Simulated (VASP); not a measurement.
# AlN (P-1) in VASP: a series of runs, part 2 of 2

VASP 6.6.1. The steps go on from the part before.

### Step 3. Single point, r2SCAN

The input, POSCAR:

```
AlN
1.0
    3.3121160000      0.0165605800      0.0165605800
   -1.6417161200      2.8600957100      0.0060615900
    0.0209378150      0.0209378150      4.1875630000
Al N
2 2
Direct
    0.3333333333      0.6666666667      0.7500000000
    0.6666666667      0.3333333333      0.2500000000
    0.3333333333      0.6666666667      0.2500000000
    0.6666666667      0.3333333333      0.7500000000
```

The input, INCAR.step1:

```
SYSTEM = AlN
PREC = Accurate ; ENCUT = 520
ISMEAR = -1 ; SIGMA = 0.02
LREAL = .False. ; LASPH = .True.
NELM = 100 ; NBANDS = 16
GGA = PE ; ALGO = Normal
EDIFF = 1E-4 ; LWAVE = .True.
LCHARG = .False.
```

The input, INCAR.step2:

```
SYSTEM = AlN
PREC = Accurate ; ENCUT = 520
EDIFF = 1E-6 ; ISMEAR = -1
SIGMA = 0.02 ; LREAL = .False.
LASPH = .True. ; NELM = 100
ALGO = Normal ; ISIF = 2
LWAVE = .False. ; LCHARG = .False.
METAGGA = R2SCAN ; LMIXTAU = .True.
NBANDS = 16 ; ISTART = 1
```

The input, KPOINTS:

```
Automatic mesh
0
Gamma
  7 7 5
  0 0 0
```

Potentials or basis: VASP PAW PBE potentials, release 64 (Al, N).

On the command line:

```bash
cat potpaw_PBE.64/Al/POTCAR potpaw_PBE.64/N/POTCAR > POTCAR
cp INCAR.step1 INCAR
mpirun -np 1 vasp_std > vasp.out
cp INCAR.step2 INCAR
mpirun -np 1 vasp_std > vasp.out
```

OUTCAR:

```text
SYSTEM = AlN
   PREC = Accurate
   ENCUT = 520
   EDIFF = 1E-6
   ISMEAR = -1
   LREAL = .False.
   LASPH = .True.
   NELM = 100
   ISIF = 2
   METAGGA = R2SCAN
   ISTART = 1

 ion  position               nearest neighbor table
   1  0.333  0.667  0.750-   4 1.90   4 1.91   4 1.92   3 2.09   3 2.09   2 2.82   2 2.82   2 2.82
                             2 2.84   2 2.85   2 2.86
   2  0.667  0.333  0.250-   3 1.90   3 1.91   3 1.92   4 2.09   4 2.09   1 2.82   1 2.82   1 2.82
                             1 2.84   1 2.85   1 2.86
   3  0.333  0.667  0.250-   2 1.90   2 1.91   2 1.92   1 2.09   1 2.09
   4  0.667  0.333  0.750-   1 1.90   1 1.91   1 1.92   2 2.09   2 2.09

  LATTYP: Found a triclinic cell.
 ALAT       =     3.3265445935
 B/A-ratio  =     0.9913558874
 C/A-ratio  =     1.2588641367
 COS(alpha) =     0.0036852516
 COS(beta)  =     0.0136346637
 COS(gamma) =     0.5000186871

  Lattice vectors:

 A1 = (   1.6703998800,   2.8766562900,   0.0226221700)
 A2 = (  -1.6417161200,   2.8600957100,   0.0060615900)
 A3 = (   0.0209378150,   0.0209378150,   4.1875630000)

Analysis of symmetry for initial positions (statically):
=====================================================================
 Subroutine PRICEL returns:
 Original cell was already a primitive cell.

 Routine SETGRP: Setting up the symmetry group for a
 triclinic supercell.

 Subroutine GETGRP returns: Found  2 space group operations
 (whereof  2 operations were pure point group operations)
 out of a pool of  2 trial point group operations.

The static configuration has the point symmetry S_2 .

Analysis of symmetry for dynamics (positions and initial velocities):
=====================================================================
 Subroutine PRICEL returns:
 Original cell was already a primitive cell.

 Routine SETGRP: Setting up the symmetry group for a
 triclinic supercell.
[... 129 lines left out ...]
     AMIX_MAG =   1.60;   BMIX_MAG =  1.00
  volume/ion in A,a.u.               =       9.95        67.11
  Fermi-wavevector in a.u.,A,eV,Ry     =   1.208439  2.283618 19.868918  1.460324
  Thomas-Fermi vector in A             =   2.344047
   LORBIT       =      0    0 simple, 1 ext, 2 COOP (PROOUT), +10 PAW based schemes
   METAGGA = R2SCAN    functional components
   LHFCALC =     F    Hartree Fock is set to
   AEXX    =    0.0000 exact exchange contribution
   IVDW    =     0    specifies the selected vdW correction
   LEPSILON=     F    determine dielectric tensor
   LRPA    =     F    only Hartree local field effects (RPA)
 non-spin polarized calculation
  energy-cutoff  :      520.00
  volume of cell :       39.78
 maximum number of plane-waves:      1088
 NGX is ok and might be reduce to    28
   NGX = 13   NGY = 13   NGZ = 15

 number of electron      15.9999999 magnetization

 Free energy of the ion-electron system (eV)
  ---------------------------------------------------
  ext. energy  EPLUGINS =         0.00000000
  ---------------------------------------------------
  free energy    TOTEN  =       -37.98600877 eV

  energy without entropy =      -37.98600877  energy(sigma->0) =      -37.98600877

 E-fermi :   8.1673     XC(G=0): -11.6969

 val. band max:        7.7705969594   @ k =   0.0000   0.0000   0.0000
 cond. band min:      11.6194628708   @ k =   0.0000   0.0000   0.0000
 fundamental gap:      3.8488659114
 Fermi energy:         8.1673480598

 k-point     1 :       0.0000    0.0000    0.0000
  band No.  band energies     occupation
      1      -9.8873      2.00000
      2      -6.2705      2.00000
      3       0.7042      2.00000
      4       4.3332      2.00000
      5       4.3737      2.00000
      6       6.0372      2.00000
[... 433 lines left out ...]
      3       1.6588      2.00000
      4       2.3657      2.00000
      5       2.7208      2.00000
      6       4.0488      2.00000
[... 8 lines left out ...]
     15      20.9676      0.00000
     16      21.4932      0.00000

 [... further k-points ...]

------------------------ aborting loop because EDIFF is reached ----------------------------------------

  FORCE on cell =-STRESS in cart. coord.  units (eV):
  Direction    XX          YY          ZZ          XY          YZ          ZX
  --------------------------------------------------------------------------------------
  -------------------------------------------------------------------------------------
  Total       -1.3377132     -1.3413012     -1.4737856     -0.4333728     -0.5317400     -0.5318364
  in kB      -53.8769623    -54.0214674    -59.3573338    -17.4542699    -21.4160536    -21.4199347
  external PRESSURE =     -55.7519212 kB  Pullay stress =       0.0000000 kB

 VOLUME and BASIS-vectors are now :
 -----------------------------------------------------------------------------
  energy-cutoff  :      520.00
  volume of cell :       39.78
      direct lattice vectors                 reciprocal lattice vectors
     3.312116000  0.016560580  0.016560580     0.301069534  0.172821164 -0.002369453
    -1.641716120  2.860095710  0.006061590    -0.001734561  0.348646675 -0.001734561
     0.020937815  0.020937815  4.187563000    -0.001188131 -0.001188131  0.238814259

 POSITION                                       TOTAL-FORCE (eV/Angst)
 -----------------------------------------------------------------------------------
      0.02526      1.92795      3.15023        -0.100473      0.002212      0.000693
      1.66607      0.96964      1.05995         0.100473     -0.002212     -0.000693
      0.01480      1.91749      1.05645        -0.129560      0.002316      0.002611
      1.67654      0.98011      3.15373         0.129560     -0.002316     -0.002611
 -----------------------------------------------------------------------------------
    total drift:                                0.000000     -0.000000     -0.000000

  FREE ENERGIE OF THE ION-ELECTRON SYSTEM (eV)
  ---------------------------------------------------
  free  energy   TOTEN  =       -37.9860087699 eV

  energy  without entropy=      -37.9860087699  energy(sigma->0) =      -37.98600877
```

OSZICAR.step1:

```text
N       E                     dE             d eps       ncg     rms          rms(c)
DAV:   1     0.424971457750E+02    0.42497E+02   -0.74305E+03  3944   0.904E+02
DAV:   2    -0.303173704007E+02   -0.72815E+02   -0.65936E+02  5776   0.187E+02
DAV:   3    -0.337797677553E+02   -0.34624E+01   -0.34498E+01  4632   0.421E+01
DAV:   4    -0.338009010716E+02   -0.21133E-01   -0.21131E-01  4928   0.371E+00
DAV:   5    -0.338011857699E+02   -0.28470E-03   -0.28469E-03  4592   0.433E-01    0.117E+01
DAV:   6    -0.293256416252E+02    0.44755E+01   -0.91146E+00  5032   0.226E+01    0.388E+00
DAV:   7    -0.293317320792E+02   -0.60905E-02   -0.73796E-01  4680   0.591E+00    0.285E+00
DAV:   8    -0.293203324865E+02    0.11400E-01   -0.88465E-02  4424   0.258E+00    0.888E-01
DAV:   9    -0.293114266232E+02    0.89059E-02   -0.18355E-02  5208   0.108E+00    0.283E-01
DAV:  10    -0.293120288377E+02   -0.60221E-03   -0.33182E-03  4544   0.376E-01    0.164E-01
DAV:  11    -0.293119181527E+02    0.11069E-03   -0.22453E-04  4456   0.120E-01    0.448E-02
DAV:  12    -0.293119201055E+02   -0.19528E-05   -0.15045E-05  2328   0.320E-02
   1 F= -.29311920E+02 E0= -.29311920E+02  d E =-.232025E-12
```

It took 4.6 min on 1 thread of Intel Xeon Platinum 8259CL at 2.50GHz (Skylake/Cascade Lake), shared host; peak memory 0.2 GiB.

What came out:

- Free energy: -37.9860 eV
- Pressure: -5.6 GPa
- Largest force: 0.130 eV/Å
- Band gap on the k mesh: 3.85 eV, direct

Forces in eV/Å, atoms in the order of the input:
```
Al  -0.100  0.002  0.001
Al   0.100 -0.002 -0.001
N   -0.130  0.002  0.003
N    0.130 -0.002 -0.003
```

Stress tensor (GPa, compression positive):
```
-5.39 -1.75 -2.14
-1.75 -5.40 -2.14
-2.14 -2.14 -5.94
```

Caveat: the PAW data sets were made with another functional, which shifts forces and pressure a little. r2SCAN opens gaps a little over a GGA but as a rule still falls short of measured ones.
